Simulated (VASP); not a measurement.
Set up this calculation in VASP 6.6.1, as the native input.

| Property | Result |
| --- | --- |
| Task | relaxation of cell and atoms |
| Functional | r2SCAN |
| Potentials or basis | VASP PAW PBE potentials, release 64 (Au) |
| Cutoff | 600 eV |
| k mesh | 11 × 11 × 6 |
| Occupations | methfessel-paxton, width 0.1 eV |
| Spin | no spin polarisation |
| Further INCAR settings | ALGO = Normal; EDIFF = 1e-06; IBRION = 2; EDIFFG = -0.01; NSW = 40; ISIF = 3 |

The structure of Au lies in POSCAR:

```
Au
1.0
    2.9000000000      0.0000000000      0.0000000000
   -1.4500000000      2.5114736710      0.0000000000
    0.0000000000      0.0000000000      4.8800000000
Au
2
Direct
    0.6666666667      0.3333333333      0.2500000000
    0.3333333333      0.6666666667      0.7500000000
```

This isn't the form of Au at room conditions, which is fcc.

One way to write it, as run:

INCAR

```
SYSTEM = Au
PREC = Accurate
ENCUT = 600
EDIFF = 1E-6
ISMEAR = 1
SIGMA = 0.1
LREAL = .FALSE.
LASPH = .TRUE.
NELM = 80
ALGO = Normal
ISIF = 3
LWAVE = .FALSE.
LCHARG = .FALSE.
METAGGA = R2SCAN
LMIXTAU = .TRUE.
IBRION = 2
NSW = 40
EDIFFG = -0.01
```

KPOINTS

```
Automatic mesh
0
G
  11 11 6
  0 0 0
```

Potentials or basis: VASP PAW PBE potentials, release 64 (Au).

Run with:

```sh
$ cat potpaw_PBE.64/Au/POTCAR > POTCAR
$ mpirun -np 1 vasp_std > vasp.out
```

Results of the run:

```yaml
Relaxed_volume: 17.59 Å³/atom
Relaxed_cell: a = 2.899 Å, b = 2.899 Å, c = 4.834 Å, α = 90.00°, β = 90.00°, γ = 120.00°
Space_group_after_relaxing_to_0.05_Å: P6_3/mmc (No. 194)
Energy_gained_by_relaxing: 0.9 meV/atom
Ionic_steps: 6
Pressure_after_relaxing: 0.0 GPa
Band_gap_on_the_k_mesh: none (metal or under the smearing width)
```

Caveat: the PAW data sets were made with another functional, which shifts forces and pressure a little.

Wall time 20 min on 1 thread of AMD EPYC 7571 (shared host), peak memory 0.17 GiB.
